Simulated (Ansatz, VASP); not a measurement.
**KF: VASP beside Ansatz**

Contents of INCAR:

```
SYSTEM = KF
ALGO = Normal ; EDIFF = 1E-6
ENCUT = 520 ; GGA = PE
ISIF = 2 ; ISMEAR = 0
LASPH = .True. ; LCHARG = .True.
LELF = .True. ; LREAL = .False.
LVHAR = .True. ; LWAVE = .False.
NBANDS = 15 ; NELM = 60
PREC = Accurate ; SIGMA = 0.05
```

Contents of KPOINTS:

```
k-points
0
Gamma
  8 8 8
  0 0 0
```

Contents of POSCAR:

```
KF
1.0
    0.0000000000      2.8071750000      2.7403375000
    2.8071750000      0.0000000000      2.7403375000
    2.8071750000      2.8071750000      0.0000000000
K F
1 1
Direct
    0.0000000000      0.0000000000      0.0000000000
    0.5000000000      0.5000000000      0.5000000000
```

Input for Ansatz:

```yaml
crystal:
  lattice:
    - [0.0, 2.807175, 2.7403375]
    - [2.807175, 0.0, 2.7403375]
    - [2.807175, 2.807175, 0.0]
  atoms:
    - { symbol: K, position: [0.0, 0.0, 0.0] }
    - { symbol: F, position: [0.5, 0.5, 0.5] }
basis:
  ecutwfc: 420
kpoints:
  mp_grid: { grid: [8, 8, 8] }
hamiltonian:
  xc: pbe
scf:
  occupations: { method: gaussian, width: 0.05 }
output:
  forces: true
  stress: true
  eigenvalues: true
```

Change from the starting cell: strain +0.050 along x and y, +0.025 along z, atoms carried along.

Alike in both runs: task single point; functional PBE; k mesh 8 × 8 × 8; occupations gaussian, width 0.05 eV; no spin polarisation.

```csv
,VASP,Ansatz
version,VASP 6.6.1,Ansatz 0.2.0
potentials or method,"VASP PAW PBE potentials, release 64 (K_sv, F)","scalar-relativistic, plane waves, PAW"
plane-wave cutoff (eV),520,420
valence electrons in the cell,16,16
```

```tsv
	VASP	Ansatz	Ansatz less VASP
gap on the k mesh at the Fermi level (eV)	5.54	5.56	+0.015
least direct gap on the mesh (eV)	5.54	5.56	+0.015
pressure (GPa)	-1.9	-1.9	+0.03
largest component of the traceless stress (GPa)	0.46	0.44	-0.022
```

A k mesh can miss the band edges.
